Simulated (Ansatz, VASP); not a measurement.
## Two plane-wave programs on V

```
V
1.0
    -1.46317    1.46317    1.46317
     1.46317   -1.46317    1.46317
     1.46317    1.46317   -1.46317
V
1
Direct
  0.00000 0.00000 0.00000
```

Alike in both runs: functional LDA; k mesh 28 × 28 × 28; occupations gaussian, width 0.1 eV; no spin polarisation.

Ansatz relaxed the structure, and its values are those at the end. VASP's run is a single point on that final structure, the one shown.

|  | VASP | Ansatz |
| --- | --- | --- |
| version | VASP 6.6.1 | Ansatz 0.2.0 |
| potentials or method | VASP PAW LDA potentials, release 64 (V_sv) | scalar-relativistic, plane waves, PAW |
| plane-wave cutoff (eV) | 520 | 420 |
| valence electrons in the cell | 13 | 13 |

```tsv
	VASP	Ansatz	Ansatz less VASP
gap on the k mesh at the Fermi level (eV)	none	none	-
pressure (GPa)	0.6	0.0	-0.58
```

A gap of «none» marks a metal or a gap that the smearing closes. Ansatz warned: «pseudo_functional_mismatch».
